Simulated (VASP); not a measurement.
Set up this calculation in VASP 6.6.1, as the native input.

* Task: single point
* Functional: PBEsol
* Potentials or basis: VASP PAW PBE potentials, release 64 (Ga_d, P)
* Cutoff: 520 eV
* k mesh: 8 × 8 × 8
* Occupations: gaussian, width 0.02 eV
* Spin: no spin polarisation
* Dipole correction: no
* Further INCAR settings: ALGO = Fast; EDIFF = 1e-06; NBANDS = 16

The structure of GaP lies in POSCAR:

```
GaP
1.0
    0.0000000000      2.6833356550      2.6015781550
    2.6833356550      0.0000000000      2.6015781550
    2.6833356550      2.6833356550      0.0000000000
Ga P
1 1
Direct
    0.0000000000      0.0000000000      0.0000000000
    0.7500000000      0.7500000000      0.7500000000
```

The cell isn't the ideal one: strained and moved within a subgroup.

The input as run:

INCAR

```
SYSTEM = GaP
  PREC = Accurate
  ENCUT = 520
  EDIFF = 1E-6
  ISMEAR = 0
  SIGMA = 0.02
  LREAL = .False.
  LASPH = .True.
  NELM = 100
  ALGO = Fast
  ISIF = 2
  LWAVE = .False.
  LCHARG = .False.
  GGA = PS
  NBANDS = 16
```

KPOINTS

```
Automatic mesh
0
Gamma
  8 8 8
  0 0 0
```

Potentials or basis: VASP PAW PBE potentials, release 64 (Ga_d, P).

Command:

```bash
$ cat potpaw_PBE.64/Ga_d/POTCAR potpaw_PBE.64/P/POTCAR > POTCAR
$ mpirun -np 1 vasp_std > vasp.out
```

Results of the run:

```json
{"Pressure": "7.1 GPa", "Band gap on the k mesh": "1.08 eV, indirect (least direct gap 2.27 eV)"}
```

Caveat: the PAW data sets were made with another functional, which shifts forces and pressure a little.

Run time: 17 s on 1 thread of Intel(R) Xeon(R) 6975P-C (Granite Rapids), on a shared host, peak memory 0.17 GiB.
